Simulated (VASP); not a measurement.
# Zn₁₂N: drag along a line

Zn₁₂N, slab, 13 atoms in the cell. PBE, constrained relaxations along a path; PAW potentials Zn, N (PBE set).

Path: drag along a line, N hops from a hollow site to the next hollow site of Zn(100).

## Input

INCAR:
```
PREC = Normal
ENCUT = 400
EDIFF = 1E-6
ISMEAR = 1
SIGMA = 0.1
LREAL = F
LASPH = T
NELM = 100
ALGO = Normal
LWAVE = F
LCHARG = F
IBRION = 2
NSW = 60
ISIF = 2
EDIFFG = -0.03
POTIM = 0.5
KPAR = 2
```

KPOINTS:
```
k-points
0
Gamma
  3 3 1
```

POSCAR.step1:
```
Zn12N
1.0
    5.5572257325      0.0000000000      0.0000000000
    0.0000000000      5.5572257325      0.0000000000
    0.0000000000      0.0000000000     19.0995520000
Zn N
12 1
Selective dynamics
Direct
    0.0000000000      0.0000000000      0.3141434940  F F F
    0.5000000000      0.0000000000      0.3141434940  F F F
    0.0000000000      0.5000000000      0.3141434940  F F F
    0.5000000000      0.5000000000      0.3141434940  F F F
    0.2500000000      0.2500000000      0.4170137603  T T T
    0.7500000000      0.2500000000      0.4170137603  T T T
    0.2500000000      0.7500000000      0.4170137603  T T T
    0.7500000000      0.7500000000      0.4170137603  T T T
    0.0000000000      0.0000000000      0.5198840266  T T T
    0.5000000000      0.0000000000      0.5198840266  T T T
    0.0000000000      0.5000000000      0.5198840266  T T T
    0.5000000000      0.5000000000      0.5198840266  T T T
    0.2500000000      0.2500000000      0.5460626511  F T T
```

POSCAR.step2:
```
Zn12N
1.0
    5.5572257325      0.0000000000      0.0000000000
    0.0000000000      5.5572257325      0.0000000000
    0.0000000000      0.0000000000     19.0995520000
Zn N
12 1
Selective dynamics
Direct
    0.0000000000      0.0000000000      0.3141434940  F F F
    0.5000000000      0.0000000000      0.3141434940  F F F
    0.0000000000      0.5000000000      0.3141434940  F F F
    0.5000000000      0.5000000000      0.3141434940  F F F
    0.2500000000      0.2500000000      0.4170137603  T T T
    0.7500000000      0.2500000000      0.4170137603  T T T
    0.2500000000      0.7500000000      0.4170137603  T T T
    0.7500000000      0.7500000000      0.4170137603  T T T
    0.0000000000      0.0000000000      0.5198840266  T T T
    0.5000000000      0.0000000000      0.5198840266  T T T
    0.0000000000      0.5000000000      0.5198840266  T T T
    0.5000000000      0.5000000000      0.5198840266  T T T
    0.1500000000      0.2500000000      0.5460626511  F T T
```

POSCAR.step3:
```
Zn12N
1.0
    5.5572257325      0.0000000000      0.0000000000
    0.0000000000      5.5572257325      0.0000000000
    0.0000000000      0.0000000000     19.0995520000
Zn N
12 1
Selective dynamics
Direct
    0.0000000000      0.0000000000      0.3141434940  F F F
    0.5000000000      0.0000000000      0.3141434940  F F F
    0.0000000000      0.5000000000      0.3141434940  F F F
    0.5000000000      0.5000000000      0.3141434940  F F F
    0.2500000000      0.2500000000      0.4170137603  T T T
    0.7500000000      0.2500000000      0.4170137603  T T T
    0.2500000000      0.7500000000      0.4170137603  T T T
    0.7500000000      0.7500000000      0.4170137603  T T T
    0.0000000000      0.0000000000      0.5198840266  T T T
    0.5000000000      0.0000000000      0.5198840266  T T T
    0.0000000000      0.5000000000      0.5198840266  T T T
    0.5000000000      0.5000000000      0.5198840266  T T T
    0.0750000000      0.2500000000      0.5460626511  F T T
```

POSCAR.step4:
```
Zn12N
1.0
    5.5572257325      0.0000000000      0.0000000000
    0.0000000000      5.5572257325      0.0000000000
    0.0000000000      0.0000000000     19.0995520000
Zn N
12 1
Selective dynamics
Direct
    0.0000000000      0.0000000000      0.3141434940  F F F
    0.5000000000      0.0000000000      0.3141434940  F F F
    0.0000000000      0.5000000000      0.3141434940  F F F
    0.5000000000      0.5000000000      0.3141434940  F F F
    0.2500000000      0.2500000000      0.4170137603  T T T
    0.7500000000      0.2500000000      0.4170137603  T T T
    0.2500000000      0.7500000000      0.4170137603  T T T
    0.7500000000      0.7500000000      0.4170137603  T T T
    0.0000000000      0.0000000000      0.5198840266  T T T
    0.5000000000      0.0000000000      0.5198840266  T T T
    0.0000000000      0.5000000000      0.5198840266  T T T
    0.5000000000      0.5000000000      0.5198840266  T T T
    0.0000000000      0.2500000000      0.5460626511  F T T
```

POSCAR.step5:
```
Zn12N
1.0
    5.5572257325      0.0000000000      0.0000000000
    0.0000000000      5.5572257325      0.0000000000
    0.0000000000      0.0000000000     19.0995520000
Zn N
12 1
Selective dynamics
Direct
    0.0000000000      0.0000000000      0.3141434940  F F F
    0.5000000000      0.0000000000      0.3141434940  F F F
    0.0000000000      0.5000000000      0.3141434940  F F F
    0.5000000000      0.5000000000      0.3141434940  F F F
    0.2500000000      0.2500000000      0.4170137603  T T T
    0.7500000000      0.2500000000      0.4170137603  T T T
    0.2500000000      0.7500000000      0.4170137603  T T T
    0.7500000000      0.7500000000      0.4170137603  T T T
    0.0000000000      0.0000000000      0.5198840266  T T T
    0.5000000000      0.0000000000      0.5198840266  T T T
    0.0000000000      0.5000000000      0.5198840266  T T T
    0.5000000000      0.5000000000      0.5198840266  T T T
   -0.0750000000      0.2500000000      0.5460626511  F T T
```

POSCAR.step6:
```
Zn12N
1.0
    5.5572257325      0.0000000000      0.0000000000
    0.0000000000      5.5572257325      0.0000000000
    0.0000000000      0.0000000000     19.0995520000
Zn N
12 1
Selective dynamics
Direct
    0.0000000000      0.0000000000      0.3141434940  F F F
    0.5000000000      0.0000000000      0.3141434940  F F F
    0.0000000000      0.5000000000      0.3141434940  F F F
    0.5000000000      0.5000000000      0.3141434940  F F F
    0.2500000000      0.2500000000      0.4170137603  T T T
    0.7500000000      0.2500000000      0.4170137603  T T T
    0.2500000000      0.7500000000      0.4170137603  T T T
    0.7500000000      0.7500000000      0.4170137603  T T T
    0.0000000000      0.0000000000      0.5198840266  T T T
    0.5000000000      0.0000000000      0.5198840266  T T T
    0.0000000000      0.5000000000      0.5198840266  T T T
    0.5000000000      0.5000000000      0.5198840266  T T T
   -0.1500000000      0.2500000000      0.5460626511  F T T
```

POSCAR.step7:
```
Zn12N
1.0
    5.5572257325      0.0000000000      0.0000000000
    0.0000000000      5.5572257325      0.0000000000
    0.0000000000      0.0000000000     19.0995520000
Zn N
12 1
Selective dynamics
Direct
    0.0000000000      0.0000000000      0.3141434940  F F F
    0.5000000000      0.0000000000      0.3141434940  F F F
    0.0000000000      0.5000000000      0.3141434940  F F F
    0.5000000000      0.5000000000      0.3141434940  F F F
    0.2500000000      0.2500000000      0.4170137603  T T T
    0.7500000000      0.2500000000      0.4170137603  T T T
    0.2500000000      0.7500000000      0.4170137603  T T T
    0.7500000000      0.7500000000      0.4170137603  T T T
    0.0000000000      0.0000000000      0.5198840266  T T T
    0.5000000000      0.0000000000      0.5198840266  T T T
    0.0000000000      0.5000000000      0.5198840266  T T T
    0.5000000000      0.5000000000      0.5198840266  T T T
   -0.2500000000      0.2500000000      0.5460626511  F T T
```

Commands (each step's output is kept before the next begins):
```
cat potpaw_PBE.64/Zn/POTCAR potpaw_PBE.64/N/POTCAR > POTCAR
cp POSCAR.step1 POSCAR
mpirun -np 8 vasp_std > vasp.out
cp POSCAR.step2 POSCAR
mpirun -np 8 vasp_std > vasp.out
cp POSCAR.step3 POSCAR
mpirun -np 8 vasp_std > vasp.out
cp POSCAR.step4 POSCAR
mpirun -np 8 vasp_std > vasp.out
cp POSCAR.step5 POSCAR
mpirun -np 8 vasp_std > vasp.out
cp POSCAR.step6 POSCAR
mpirun -np 8 vasp_std > vasp.out
cp POSCAR.step7 POSCAR
mpirun -np 8 vasp_std > vasp.out
```

## Result

- Barrier (eV): 1.550
- Ionic steps, all stages: 237
- Electronic steps, all stages: 2834

Energy along the pull:

| Share of the way | Energy above the start (eV) |
|---|---|
| 0 | 0.000 |
| 0.2 | 0.001 |
| 0.35 | 0.065 |
| 0.5 | 1.550 |
| 0.65 | 0.065 |
| 0.8 | 0.001 |
| 1 | -0.000 |

The slab is face-centred cubic Zn(100), which isn't the element's stable structure, in-plane cell 5.56 × 5.56 Å, with 3 × 3 k points.

Limits: the adatom repeats in each 2 x 2 surface cell, and the slab has three layers.

VASP 6.6.1 took 3939 s on 8 cores (Intel Xeon Platinum 8488C (Sapphire Rapids)), a shared host.
